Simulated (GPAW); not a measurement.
Runs of GPAW 26.7.0 on SiC. It takes space group P6_3mc (No. 186, hexagonal). The conventional cell has a = 3.076 Å, b = 3.076 Å, c = 10.071 Å, α = 90.00°, β = 90.00°, γ = 120.00°. Si (site symmetry 3m) has 4 C at 1.88 to 1.89 Å as nearest neighbours. Around Si (site symmetry 3m) lie 4 C at 1.88 to 1.89 Å. Around C (site symmetry 3m) lie 4 Si at 1.88 to 1.89 Å. C (site symmetry 3m) has 4 Si at 1.88 to 1.89 Å as nearest neighbours. The cell is a database's computed one.

```tsv
task	level	potentials or basis	cell	eigensolver	band path	band points	older calculator (legacy_gpaw)	optimizer	gap on the mesh (eV)	pressure (GPa)	largest force (eV/Å)
band structure	revTPSS	GPAW PAW data sets (gpaw-data 1.2.1), pw	as given	davidson	GMKGALHA,LM,KH	100	-	-	2.10	2.2	-
band structure	BEEF-vdW	GPAW PAW data sets (gpaw-data 1.2.1), pw	as given	-	GMKGALHA,LM,KH	80	-	-	(b)	-	-
band structure	RPBE	the program's PAW data sets (release 1.2.1) made for this functional, pw	as given	-	GMKGALHA,LM,KH	60	-	-	2.23	8.5	0.01
relaxation of cell and atoms	rSCAN+D3(BJ)	GPAW PAW data sets (gpaw-data 1.2.1), pw	relaxed	-	-	-	-	BFGS	(a)	0.0	0.01
```

Alike in all rows: no spin polarisation; k mesh 6 × 6 × 2; cutoff (eV) 800; smearing fermi-dirac 0.05 eV; the mesh is coarse, so values aren't converged.

Problem. Fill in the values left out.

Solution. (a) 2.63; (b) 2.42.

Caveats: the PAW data sets were made with another functional, which shifts forces and pressure a little (some runs); later steps reuse the first step's grids (some runs).

A k mesh can miss the band edges.

Runs at the PBE level aren't shown here.
